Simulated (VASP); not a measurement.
# InP: relaxation of the atoms with PBE+D3(BJ)

InP:

```xyz
2
Lattice="0.0000 3.0042 3.0042 3.0042 0.0000 3.0042 3.0042 3.0042 0.0000" Properties=species:S:1:pos:R:3 pbc="T T T"
In    0.0000    0.0000    0.0000
P     1.5021    1.5021    1.5021
```

The cell isn't the ideal one: a relaxed cell with its volume scaled by 1.06.

```yaml
Program: VASP 6.6.1
Task: relaxation of the atoms
Functional: PBE
Dispersion: D3(BJ)
Potentials_or_basis: VASP PAW PBE potentials, release 64 (In_d, P)
Cutoff: 600 eV
k_mesh: 8 × 8 × 8
Occupations: gaussian, width 0.03 eV
Spin: no spin polarisation
Further_INCAR_settings: ALGO = Fast; EDIFF = 1e-07; IBRION = 2; EDIFFG = -0.01; NSW = 40
```

```yaml
Pressure_after_relaxing: -3.3 GPa
Band_gap_on_the_k_mesh: 0.30 eV, direct
Dispersion_energy_per_atom: -0.289 eV
```

Final structure:
```cif
data_structure
_symmetry_space_group_name_H-M 'P 1'
_symmetry_Int_Tables_number 1
_cell_length_a 4.2485
_cell_length_b 4.2485
_cell_length_c 4.2485
_cell_angle_alpha 60.000
_cell_angle_beta 60.000
_cell_angle_gamma 60.000
_cell_volume 54.23
loop_
_atom_site_label
_atom_site_type_symbol
_atom_site_fract_x
_atom_site_fract_y
_atom_site_fract_z
_atom_site_occupancy
In1 In 0.00000 0.00000 0.00000 1
P1 P 0.25000 0.25000 0.25000 1
```

Levels at points of the mesh, in eV from the valence-band top:
```csv
k point,band 5,band 6,band 7,band 8,band 9,band 10,band 11,band 12,band 13
"(0.00, 0.00, 0.00)",-13.94,-11.03,0.00,0.00,0.00,0.30,4.08,4.08,4.08
"(0.50, 0.00, 0.00)",-13.93,-9.54,-5.36,-0.87,-0.87,1.32,4.79,4.79,6.93
"(0.50, 0.50, 0.00)",-13.91,-8.97,-5.44,-2.08,-2.08,1.88,2.26,8.79,9.10
```

It took 28 s on 1 thread of Intel(R) Xeon(R) Platinum 8259CL CPU @ 2.50GHz (Skylake/Cascade Lake), with other jobs on the host, peak memory 0.22 GiB.

Caveat: the relaxation stopped at its first step, so nothing moved; spin-orbit coupling is left out, which moves the levels of the heavy elements.
